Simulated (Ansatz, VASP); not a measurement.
# SrO: VASP beside Ansatz

```
CELL_PARAMETERS angstrom
0.00000 2.51734 2.51734
2.51734 0.00000 2.51734
2.51734 2.51734 0.00000
ATOMIC_POSITIONS crystal
Sr 0.00000 0.00000 0.00000
O 0.50000 0.50000 0.50000
```

Change from the starting cell: volume scaled by 0.94, crystal datasets.

Alike in both runs: task electric field gradients; functional LDA; k mesh 8 × 8 × 8; occupations fermi-dirac, width 0.02 eV; no spin polarisation.

```csv
,VASP,Ansatz
version,VASP 6.6.1,Ansatz 0.2.0
potentials or method,"VASP PAW LDA potentials, release 64 (Sr_sv, O), cutoff 520 eV","all-electron PAW with datasets made for the crystal, scalar-relativistic"
```

```csv
,VASP,Ansatz,Ansatz less VASP
gap on the k mesh at the Fermi level (eV),3.04,3.11,+0.064
pressure (GPa),2.8,1.9,-0.90
Vzz of the field gradient on the site that differs most (V/Å²),0.0,0.0,0.00
```

Ansatz ran all-electron here, so the differences hold the error of VASP's frozen core and of both bases. Ansatz warned: «gradients_without_spin_orbit».

A k mesh can miss the band edges.
